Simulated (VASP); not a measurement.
## KF: single point with r2SCAN

Crystal: KF.

```
K F
1.0
     0.00000    2.58052    2.58052
     2.58052    0.00000    2.58052
     2.58052    2.58052    0.00000
K F
1 1
Cartesian
  0.0000 0.0000 0.0000
  2.5805 2.5805 2.5805
```

The cell was built by a generator and needn't be a form met in nature.

The cell isn't the ideal one: hydrostatic strain -3.0%.

```yaml
Program: VASP 6.6.1
Task: single point
Functional: r2SCAN
Potentials_or_basis: VASP PAW PBE potentials, release 64 (K_sv, F)
Cutoff: 520 eV
k_mesh: 8 × 8 × 8
Occupations: gaussian, width 0.01 eV
Spin: no spin polarisation
Dipole_correction: no
Further_INCAR_settings: ALGO = Normal; EDIFF = 1e-06; NBANDS = 15
```

| Property | Result |
| --- | --- |
| Pressure | 4.0 GPa |
| Band gap on the k mesh | 7.42 eV, direct |

Levels at points of the mesh, in eV from the valence-band top:
```
           k point  band 4  band 5  band 6  band 7  band 8  band 9  band 10  band 11  band 12  band 13
(0.00, 0.00, 0.00)   -9.24   -9.24    0.00    0.00    0.00    7.42    11.73    11.73    11.73    13.74
(0.50, 0.00, 0.00)   -9.28   -9.28   -0.89   -0.43   -0.43   10.12    12.07    13.42    13.42    15.99
(0.50, 0.50, 0.00)   -9.53   -9.53   -0.13   -0.02   -0.02    8.83    11.83    13.32    15.19    15.78
```

Run time: 31 s on 1 thread of Intel(R) Xeon(R) 6975P-C (Granite Rapids), on a shared host, peak memory 0.17 GiB.

Caveat: the PAW data sets were made with another functional, which shifts forces and pressure a little. A k mesh can miss the band edges.
